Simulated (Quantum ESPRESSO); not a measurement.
Br in Quantum ESPRESSO: convergence with k mesh

Input of the first run (k mesh 2 × 2 × 2); the others differ in this setting and in those tied to it:

Contents of pw.in:

```
&CONTROL
  calculation = 'scf'
  prefix = 'pwscf'
  outdir = './tmp'
  pseudo_dir = './pseudo'
  tprnfor = .true.
  tstress = .true.
  disk_io = 'nowf'
/
&SYSTEM
  ibrav = 0
  nat = 1
  ntyp = 1
  ecutwfc = 76
  nbnd = 15
  occupations = 'smearing'
  smearing = 'fd'
  degauss = 0.00734986
/
&ELECTRONS
  conv_thr = 2d-10
  electron_maxstep = 120
  mixing_beta = 0.5
/
ATOMIC_SPECIES
Br    79.9040 Br.upf
CELL_PARAMETERS angstrom
  -1.4234917050    1.4234917050    3.5775173700
   1.4234917050   -1.4234917050    3.5775173700
   1.4234917050    1.4234917050   -3.5775173700
ATOMIC_POSITIONS crystal
Br     0.0000000000    0.0000000000    0.0000000000
K_POINTS automatic
2 2 2 0 0 0
```

Potentials or basis: PseudoDojo 0.5 SR PBE stringent.

Run with:

```sh
$ OMP_NUM_THREADS=1 pw.x -in pw.in > pw.out
```

Hardware: 1 thread of Arm Neoverse V2, on a shared host.

| k mesh | energy less the tightest run, at zero smearing (meV/atom) | pressure (GPa) | SCF cycles | CPU time (s) | peak memory (GiB) |
| --- | --- | --- | --- | --- | --- |
| 2 × 2 × 2 | 755.24 | 12.17 | 7 | 3 | 0.05 |
| 4 × 4 × 4 | -373.58 | -1.42 | 7 | 8.6 | 0.05 |
| 6 × 6 × 6 | 81.44 | 1.75 | 8 | 21 | 0.06 |
| 8 × 8 × 8 | 42.96 | 1.51 | 7 | 38 | 0.07 |
| 10 × 10 × 10 | 2.81 | 1.39 | 7 | 64 | 0.1 |
| 12 × 12 × 12 | -5.43 | 1.40 | 7 | 100 | 0.13 |
| 13 × 13 × 13 | -0.17 | 1.38 | 7 | 120 | 0.14 |
| 16 × 16 × 16 | -9.63 | 1.22 | 7 | 220 | 0.22 |
| 18 × 18 × 18 | 0.00 | 1.36 | 7 | 300 | 0.29 |

Not settled before the last step: the energy (to 1 meV/atom), the pressure (to 0.1 GPa). Meshes of other sizes hit other points, so gaps and Fermi surfaces needn't settle smoothly. The tightest run that finished is the yardstick and may itself not be fully converged.

Caveat, for the tightest run too: an odd number of electrons without spin polarisation forces a metal; a magnetic or distorted state may lie lower.
